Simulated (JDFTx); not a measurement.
CaO:

```
Ca O
1.0
     0.00000    2.40356    2.40356
     2.40356    0.00000    2.40356
     2.40356    2.40356    0.00000
Ca O
1 1
Cartesian
  0.0000 0.0000 0.0000
  2.4036 2.4036 2.4036
```

The cell is a database's computed one.

Base run:

| Quantity | Value |
| --- | --- |
| Program | JDFTx 1.7.0 (patched build) |
| Functional | LDA |
| Potentials or basis | PseudoDojo-SR-LDA-0.4.1-standard |
| Cutoff | 1143 eV |
| Density cutoff | 9143 eV |
| k mesh | 10 × 10 × 10 |
| Occupations | fermi-dirac, width 0.05 eV |
| Spin | no spin polarisation |

Its results: band gap on the k mesh 3.49 eV, indirect (least direct gap 3.87 eV); pressure -7.3 GPa.

Task: The run is repeated on the same cell with these changes: functional from LDA to PBE; potentials or basis from PseudoDojo-SR-LDA-0.4.1-standard to PseudoDojo-SR-PBE-0.5-standard. What comes out?

Result: Band gap on the k mesh 3.66 eV, indirect (least direct gap 4.03 eV); pressure 1.3 GPa.

A k mesh can miss the band edges.
